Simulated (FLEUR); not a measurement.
## Magnetic state of MnO2 from several starts

A self-consistent run ends on one state, which hangs on the start. Several orders of MnO2 are started in FLEUR and their energies compared.

Program: FLEUR MaX-R8.1. Level of theory: PBE with U = 4.9 eV, J = 0.9 eV on Mn d; all-electron FLAPW, Dirac cores, scalar-relativistic bands. Results are calculated unless marked as measured.

### Step 1. The starting structure

It takes space group P-3m1 (No. 164, trigonal). Conventional cell: a = 2.857 Å, b = 2.857 Å, c = 4.601 Å, α = 90.00°, β = 90.00°, γ = 120.00°. Nearest to Mn lie 6 O at 1.90 Å. Nearest to O lie 3 Mn at 1.90 Å. Farther neighbours and most contacts between anions are not listed.

The cell comes from a database of computed structures and need not be the stable phase.

### Step 2. Start 1: ferro +

The parallel start comes first: it shows whether parallel moments hold. A Hubbard U acts on the open shell, since semilocal functionals spread its electrons too much.

inpgen writes inp.xml from crystal.txt; cutoffs, mixing, functional, smearing and local orbitals are then set in the file. The k list default-1 (kpts.xml, not shown) is a Γ-centred 8×8×8 mesh; where the ranks do not divide the number of points, some are split in two of half the weight.

File inp.xml:

```
<?xml version="1.0" encoding="UTF-8" standalone="no"?>
<fleurInput fleurInputVersion="0.39">
   <comment>
      MnO2
   </comment>
   <calculationSetup>
      <cutoffs Kmax="4.4" Gmax="13.2" GmaxXC="13.2" numbands="0"/>
      <scfLoop itmax="130" minDistance="0.0001" maxIterBroyd="15" imix="Anderson" alpha="0.05" precondParam="0.0" spinf="2.0" sdNocoIR="T"/>
      <coreElectrons ctail="T" frcor="F" kcrel="0" coretail_lmax="0"/>
      <xcFunctional name="pbe" relativisticCorrections="F"/>
      <magnetism jspins="2"/>
      <soc l_soc="F" theta="0.0" phi="0.0" spav="F"/>
      <expertModes spex="0" secvar="F"/>
      <geometryOptimization l_f="F" forcealpha="1.0" forcemix="BFGS" epsdisp="0.00001" epsforce="0.00001"/>
      <ldaU l_linMix="F" mixParam="0.05" spinf="1.0"/>
   </calculationSetup>
   <cell>
      <bzIntegration valenceElectrons="27.0" mode="hist" fermiSmearingEnergy="0.00183747">
         <kPointListSelection listName="default-1"/>
         <xi:include xmlns:xi="http://www.w3.org/2001/XInclude" href="kpts.xml"> </xi:include>
      </bzIntegration>
      <xi:include xmlns:xi="http://www.w3.org/2001/XInclude" href="sym.xml"> </xi:include>
      <bulkLattice scale="1.0">
         <bravaisMatrix>
            <row-1>    5.3981504145398009    -0.0000000000188973     0.0000000000000000</row-1>
            <row-2>   -2.6990752072510031     4.6749353924648362     0.0000000000000000</row-2>
            <row-3>    0.0000000000000000     0.0000000000000000     8.6953367681600700</row-3>
         </bravaisMatrix>
      </bulkLattice>
   </cell>
   <atomSpecies>
      <species name="Manganese 4.500" element="Mn" atomicNumber="25">
         <mtSphere radius="2.24" gridPoints="741" logIncrement="0.016"/>
         <atomicCutoffs lmax="8" lnonsphr="6"/>
         <electronConfig flipSpins="F">
            <coreConfig>(1s1/2) (2s1/2) (2p1/2) (2p3/2)</coreConfig>
            <valenceConfig>(3s1/2) (3p1/2) (3p3/2) (4s1/2) (3d3/2) (3d5/2)</valenceConfig>
            <stateOccupation state="(3d3/2)" spinUp="1.75" spinDown="0.25"/>
            <stateOccupation state="(3d5/2)" spinUp="3.0" spinDown="0.0"/>
         </electronConfig>
         <energyParameters s="4" p="4" d="3" f="4"/>
         <ldaU l="2" U="4.9" J="0.9" l_amf="F"/>
         <lo type="SCLO" l="0" n="3" eDeriv="0"/>
         <lo type="SCLO" l="1" n="3" eDeriv="0"/>
      </species>
      <species name="Oxygen (O)" element="O" atomicNumber="8">
         <mtSphere radius="1.27" gridPoints="421" logIncrement="0.025"/>
         <atomicCutoffs lmax="6" lnonsphr="4"/>
         <electronConfig flipSpins="F">
            <coreConfig>(1s1/2)</coreConfig>
            <valenceConfig>(2s1/2) (2p1/2) (2p3/2)</valenceConfig>
            <stateOccupation state="(2p1/2)" spinUp="0.666667" spinDown="0.666667"/>
            <stateOccupation state="(2p3/2)" spinUp="1.333333" spinDown="1.333333"/>
         </electronConfig>
         <energyParameters s="2" p="2" d="3" f="4"/>
      </species>
   </atomSpecies>
   <atomGroups>
      <atomGroup species="Manganese 4.500">
         <relPos label="                   1">.0000000000 .0000000000 1.000/2.000</relPos>
         <force calculate="T" relaxXYZ="TTT"/>
      </atomGroup>
      <atomGroup species="Oxygen (O)">
         <relPos label="                   2">-1.000/3.000 1.000/3.000 .2937074300</relPos>
         <relPos label="                   3">1.000/3.000 -1.000/3.000 -.2937074300</relPos>
         <force calculate="T" relaxXYZ="TTT"/>
      </atomGroup>
   </atomGroups>
   <output dos="F" band="F" slice="F">
      <bandDOS minEnergy="-.5*Htr" maxEnergy="0.5*Htr" sigma="0.015" storeEVData="T"/>
      <plotting iplot="0" polar="F">
         <plot TwoD="T" vec1="  1.0  0.0  0.0" vec2="  0.0  1.0  0.0" vec3="  0.0  0.0  1.0" zero="  0.0  0.0  0.0" file="plot"/>
      </plotting>
      <moessbauerParams electricFieldGradient="F" isomerShift="F" coreHyperfine="F" valenceHyperfine="F"/>
   </output>
</fleurInput>
```

File crystal.txt:

```
MnO2
&input film=F cartesian=F /
2.85657818044  -0.00000000001  0.00000000000
-1.42828909021  2.47386927217  0.00000000000
0.00000000000  0.00000000000  4.60137405890
1.8897261246
1.0 1.0 1.0

3
25 0.00000000000  0.00000000000  0.50000000000 : 4.500
8 0.66666666667  0.33333333333  0.29370743000
8 0.33333333333  0.66666666667  0.70629257000

&kpt div1=8 div2=8 div3=8 gamma=T /
```

Launch:

```
$ OMP_NUM_THREADS=1 inpgen -f crystal.txt > inpgen.log  # inp.xml is then edited as shown
$ OMP_NUM_THREADS=1 mpirun -n 4 fleur_MPI > fleur.log
```

The log of the run:

```text
Welcome to FLEUR        (www.flapw.de)
      MaX-Release 8.1          (www.max-centre.eu)

 ========== k-point set info ==========
 Selected k-point list: default-1
 k-point list type: mesh
 0 x 0 x 0
 Number of k points: 68

 ------------Calculation Setup---------------------------
 Number of MPI-tasks      :            4
 Number of PE/node        :            4
 Number of OMP-threads    :            1
 k-points in parallel     :            4
 pe's per k-point         :            1
 No of k-point loops      :           17
 Eigenvalue solver        :       lapack
 Number of basis functions:          342
 Approximate size of matrices (H+S) per k-point:         0.002 GB
 --------------------------------------------------------
 no density matrix found ... skipping LDA+U
 Reset of history
 Iteration:     1   Distance:      38.49620306 me/bohr^3
 Iteration:     2   Distance:      34.82109041 me/bohr^3
 Iteration:     3   Distance:      28.28972417 me/bohr^3
 Iteration:     4   Distance:      18.65368957 me/bohr^3
 Iteration:     5   Distance:      19.30469007 me/bohr^3
 Iteration:     6   Distance:       3.76113383 me/bohr^3
 Iteration:     7   Distance:       4.45655966 me/bohr^3
 Iteration:     8   Distance:       2.65494305 me/bohr^3
 Iteration:     9   Distance:       1.64892796 me/bohr^3
 Iteration:    10   Distance:       1.74726613 me/bohr^3
 Iteration:    11   Distance:       1.50451855 me/bohr^3
 Iteration:    12   Distance:       0.84866681 me/bohr^3
 Iteration:    13   Distance:       0.79558798 me/bohr^3
 Iteration:    14   Distance:       0.10831835 me/bohr^3
 Iteration:    15   Distance:       0.08550868 me/bohr^3
 Iteration:    16   Distance:       0.02725763 me/bohr^3
 Iteration:    17   Distance:       0.02028818 me/bohr^3
 Iteration:    18   Distance:       0.01145060 me/bohr^3
 Iteration:    19   Distance:       0.00474551 me/bohr^3
 Iteration:    20   Distance:       0.00263053 me/bohr^3
 Iteration:    21   Distance:       0.00372741 me/bohr^3
 Iteration:    22   Distance:       0.00153709 me/bohr^3
 Iteration:    23   Distance:       0.00037977 me/bohr^3
 Iteration:    24   Distance:       0.00032834 me/bohr^3
 Iteration:    25   Distance:       0.00011021 me/bohr^3
 Iteration:    26   Distance:       0.00003242 me/bohr^3

 ********************************************************************
 Run finished successfully
 Stop message:
   all done
 ********************************************************************

--- out.xml (last complete iteration) ---
<iteration numberForCurrentRun="   26" overallNumber="   26">
         [... left out ...]
         <bandgap value="2.3638795605" units="eV"/>
         <sumValenceSingleParticleEnergies value="-16.6749567759" units="Htr"/>
         <FermiEnergy value="0.1548125288" units="Htr"/>
         <valenceDensity>
            <mtCharges spin="1">
               <mtCharge atomType="1" total="8.3353527" s="1.1733474" p="3.2441547" d="3.8236702" f="0.0703137"/>
               <mtCharge atomType="2" total="1.9854884" s="0.6339878" p="1.3476960" d="0.0033750" f="0.0003621"/>
            </mtCharges>
            <mtCharges spin="2">
               <mtCharge atomType="1" total="5.3756369" s="1.1449965" p="3.2175140" d="0.9192274" f="0.0685068"/>
               <mtCharge atomType="2" total="1.9911676" s="0.6315988" p="1.3569954" d="0.0023998" f="0.0001408"/>
            </mtCharges>
            <spinDependentCharge spin="1" total="15.0000000" interstitial="2.6936704" mtSpheres="12.3063296"/>
            <spinDependentCharge spin="2" total="12.0000000" interstitial="2.6420279" mtSpheres="9.3579721"/>
            <totalCharge value="27.0000000000"/>
         </valenceDensity>
         [... left out ...]
         <allElectronCharges>
            <spinDependentCharge spin="1" total="22.0000000" interstitial="2.6936758" mtSpheres="19.3063242"/>
            <spinDependentCharge spin="2" total="19.0000000" interstitial="2.6420332" mtSpheres="16.3579668"/>
            <totalCharge value="40.9999999982"/>
         </allElectronCharges>
         <magneticMomentsInMTSpheres units="muBohr">
            <globalMagMoment atomType="1" vec="0.00000   0.00000   2.95972"/>
            <localMagMoment atomType="1" vec="0.00000   0.00000   2.95972"/>
            <globalMagMoment atomType="2" vec="0.00000   0.00000  -0.00568"/>
            <localMagMoment atomType="2" vec="0.00000   0.00000  -0.00568"/>
         </magneticMomentsInMTSpheres>
         <moessbauerParams unitsHFF="kG" unitsIS="e/bohr^3" unitsEFG="Htr/bohr^2">
         </moessbauerParams>
         <totalEnergy value="    -1309.0584675361" units="Htr">
            <sumOfEigenvalues value="     -752.7697329827">
               <coreElectrons value="-736.0947762068"/>
               <valenceElectrons value="-16.6749567759"/>
            </sumOfEigenvalues>
            <densityCoulombPotentialIntegral value="-1986.1188985021"/>
            <densityEffectivePotentialIntegral value="-2075.9004338138"/>
            <chargeDenXCDenIntegral value="-69.3434969865"/>
            <FockExchangeEnergyValence value="0.0000000000"/>
            <FockExchangeEnergyCore value="0.0000000000"/>
            <atomTypeDependentContributions atomType="1">
               <electronNucleiInteractionDifferentMTs value="1379.8034046368"/>
               <MadelungTerm value="-8.5347724293"/>
            </atomTypeDependentContributions>
            <atomTypeDependentContributions atomType="2">
               <electronNucleiInteractionDifferentMTs value="169.4280170767"/>
               <MadelungTerm value="-12.2831333675"/>
            </atomTypeDependentContributions>
            <dftUCorrection value="-0.2631053807"/>
            <tkbTimesEntropy value="0.0000000000"/>
            <freeEnergy value="-1309.0584675361"/>
            <extrapolationTo0K value="-1309.0584675361"/>
         </totalEnergy>
         <ldaUDensityMatrix>
            <densityMatrixFor spin="1" atomType="1" uIndex="1" l="2" U="4.90000000" J="0.90000000">
               (+0.75888,+0.00000) (+0.00000,+0.00000) (+0.00000,+0.00000) (+0.00000,-0.23518) (+0.00000,+0.00000)
               (+0.00000,+0.00000) (+0.67510,+0.00000) (+0.00000,+0.00000) (+0.00000,+0.00000) (+0.00000,+0.23518)
               (+0.00000,+0.00000) (+0.00000,+0.00000) (+0.95572,+0.00000) (+0.00000,+0.00000) (+0.00000,+0.00000)
               (+0.00000,+0.23518) (+0.00000,+0.00000) (+0.00000,+0.00000) (+0.67510,+0.00000) (+0.00000,+0.00000)
               (+0.00000,+0.00000) (+0.00000,-0.23518) (+0.00000,+0.00000) (+0.00000,+0.00000) (+0.75888,+0.00000)
            </densityMatrixFor>
            <densityMatrixFor spin="2" atomType="1" uIndex="1" l="2" U="4.90000000" J="0.90000000">
               (+0.19806,+0.00000) (+0.00000,+0.00000) (+0.00000,+0.00000) (+0.00000,+0.13253) (+0.00000,+0.00000)
               (+0.00000,+0.00000) (+0.22381,+0.00000) (+0.00000,+0.00000) (+0.00000,+0.00000) (+0.00000,-0.13253)
               (+0.00000,+0.00000) (+0.00000,+0.00000) (+0.07548,+0.00000) (+0.00000,+0.00000) (+0.00000,+0.00000)
               (+0.00000,-0.13253) (+0.00000,+0.00000) (+0.00000,+0.00000) (+0.22381,+0.00000) (+0.00000,+0.00000)
               (+0.00000,+0.00000) (+0.00000,+0.13253) (+0.00000,+0.00000) (+0.00000,+0.00000) (+0.19806,+0.00000)
            </densityMatrixFor>
         </ldaUDensityMatrix>
         <ldaUDensityMatrixConvergence>
            <distance spin="1" distance="0.000001"/>
            <distance spin="2" distance="0.000001"/>
         </ldaUDensityMatrixConvergence>
         <densityConvergence units="me/bohr^3">
            <chargeDensity spin="1" distance="0.0000132246"/>
            <chargeDensity spin="2" distance="0.0000231131"/>
            <overallChargeDensity distance="0.0000191690"/>
            <spinDensity distance="0.0000324154"/>
         </densityConvergence>
      </iteration>
```

Elapsed: 30 s, on 4 MPI ranks of Intel Xeon Platinum 8488C (Sapphire Rapids), shared host; peak memory 0.24 GiB.

Spin moment in the muffin-tin sphere by atom:

| atom | spin moment in the muffin-tin sphere (μB) |
| --- | --- |
| Mn1 | 2.96 |
| O2 | -0.01 |
| O3 | -0.01 |

Read from the output:

- free energy: -35621.2956 eV
- program's band gap on this mesh (in a metal only a level spacing): 2.364 eV
- magnetization: 3 μB
- final state: ferromagnetic

After 26 cycles the largest moment stands at 2.96 μB.

[end of part 1 of 3]

[Logs and program files are shortened in this print: banners, set-up blocks, solver, clock and traceback lines can be left out without a mark of their own.]

[Logs are printed without paths, hosts, clocks, repeated set-up lines and the standing remarks that a program may print on its own settings, such as how far it seeks lower states.]

[Hosts, paths, dates, database ids (printed as entryN), source tags and the programs' standing remarks are cut or masked in the printed files.]

[Where a cell is said to come from a database of computed structures, the database is the Materials Project.]
